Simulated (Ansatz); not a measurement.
Structure search: one SiC candidate

These are results of Ansatz 0.2.0, DFT PBE, scalar-relativistic, plane waves, PAW, not measurements. Cutoff 420 eV, Gaussian smearing, Γ-centred meshes. Cell and atoms relax first on a coarse mesh and then on a converged one. In between, the cell is made exact in the group found at 0.06 Å. The steps can't lower the symmetry of their start. No spin polarisation.

The guess for SiC was made by a generator: 4-connected net, two elements alternating (P4_2/ncm, No. 138). Its size is a rough estimate.

```cif
data_structure
_symmetry_space_group_name_H-M 'P 1'
_symmetry_Int_Tables_number 1
_cell_length_a 5.8962
_cell_length_b 5.8962
_cell_length_c 5.1495
_cell_angle_alpha 90.000
_cell_angle_beta 90.000
_cell_angle_gamma 90.000
_cell_volume 179.02
loop_
_atom_site_label
_atom_site_type_symbol
_atom_site_fract_x
_atom_site_fract_y
_atom_site_fract_z
_atom_site_occupancy
Si1 Si 0.64097 0.85903 0.93091 1
Si2 Si 0.64097 0.14097 0.43091 1
Si3 Si 0.35903 0.85903 0.43091 1
Si4 Si 0.35903 0.14097 0.93091 1
Si5 Si 0.14097 0.35903 0.56909 1
Si6 Si 0.85903 0.64097 0.56909 1
Si7 Si 0.14097 0.64097 0.06909 1
Si8 Si 0.85903 0.35903 0.06909 1
C1 C 0.64097 0.85903 0.56909 1
C2 C 0.35903 0.14097 0.56909 1
C3 C 0.64097 0.14097 0.06909 1
C4 C 0.35903 0.85903 0.06909 1
C5 C 0.14097 0.35903 0.93091 1
C6 C 0.14097 0.64097 0.43091 1
C7 C 0.85903 0.35903 0.43091 1
C8 C 0.85903 0.64097 0.93091 1
```

Formation energies are uncorrected and refer to the elements' standard structures at the same level.

Task: Where does the relaxation end?

Result: The symmetry stays P4_2/ncm (No. 138). The volume per atom grows by 11.0 %, from 11.2 to 12.4 Å³. The shortest distance goes from 1.81 Å (Si–C) to 1.85 Å (Si–C). The energy falls by about 0.18 eV/atom (the start's value is from the coarse mesh). Conventional cell: a = 6.196 Å, c = 5.177 Å. Si is surrounded by 4 C at 1.85–1.94 Å and 1 Si at 2.47 Å; C has 4 Si at 1.85–1.94 Å.

```
Si C
1.0
     6.19641    0.00000    0.00000
     0.00000    6.19641    0.00000
     0.00000    0.00000    5.17719
Si C
8 8
Direct
  0.64085 0.85915 0.92328
  0.64085 0.14085 0.42328
  0.35915 0.85915 0.42328
  0.35915 0.14085 0.92328
  0.14085 0.35915 0.57672
  0.85915 0.64085 0.57672
  0.14085 0.64085 0.07672
  0.85915 0.35915 0.07672
  0.64849 0.85151 0.54943
  0.35151 0.14849 0.54943
  0.64849 0.14849 0.04943
  0.35151 0.85151 0.04943
  0.14849 0.35151 0.95057
  0.14849 0.64849 0.45057
  0.85151 0.35151 0.45057
  0.85151 0.64849 0.95057
```

Task: Give its energy and gap.

Result:

* Energy over the elements: +0.149 eV/atom
* Gap on the 4×4×6 mesh of the 16-atom cell: 2.82 eV

A positive value: parting into the elements would lower its energy.

The last run used Gaussian smearing of 0.02 eV. Kohn–Sham gaps at this level usually fall short of measured ones. The reference form of C is held partly by dispersion forces, which this level lacks. A structure relaxed within its symmetry needn't be a true minimum.
